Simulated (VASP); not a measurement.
CoSi, 8 atoms in the cell. Symmetry: Pnma, No. 62, orthorhombic system. The conventional cell has a = 6.150 Å, b = 3.300 Å, c = 4.540 Å, α = 90.00°, β = 90.00°, γ = 90.00°. Co (site symmetry m) has 7 Si at 2.39 to 2.48 Å as nearest neighbours. Si (site symmetry m) has 2 Si at 1.98 Å as nearest neighbours. The cell was built by a generator and needn't be a form met in nature.

- Program: VASP 6.6.1
- Task: relaxation of cell and atoms
- Functional: PBE
- Potentials or basis: VASP PAW PBE potentials, release 64 (Co, Si)
- Cutoff: 520 eV
- k mesh: 3 × 5 × 4
- Occupations: gaussian, width 0.15 eV
- Spin: collinear spin, ferromagnetic start
- Starting moments: [2.0, 2.0, 2.0, 2.0, 0.0, 0.0, 0.0, 0.0] μB
- Further INCAR settings: PREC = Normal; ALGO = Fast; EDIFF = 0.0001; IBRION = 2; EDIFFG = -0.08; NSW = 24; ISIF = 3

Potentials or basis: VASP PAW PBE potentials, release 64 (Co, Si).

Launch:

```sh
$ cat potpaw_PBE.64/Co/POTCAR potpaw_PBE.64/Si/POTCAR > POTCAR
$ mpirun -np 2 vasp_std > vasp.out
```

Hardware: 2 MPI ranks on AMD EPYC 9R45 96-Core Processor (Zen 5), with other jobs on the host.

Task: Estimate the wall time of this run.

Result: Run time: 3.2 min on 2 MPI ranks on AMD EPYC 9R45 96-Core Processor (Zen 5), on a shared host, peak memory 0.19 GiB a rank. Counts: scf iterations 127, k points 18, ion steps 17.
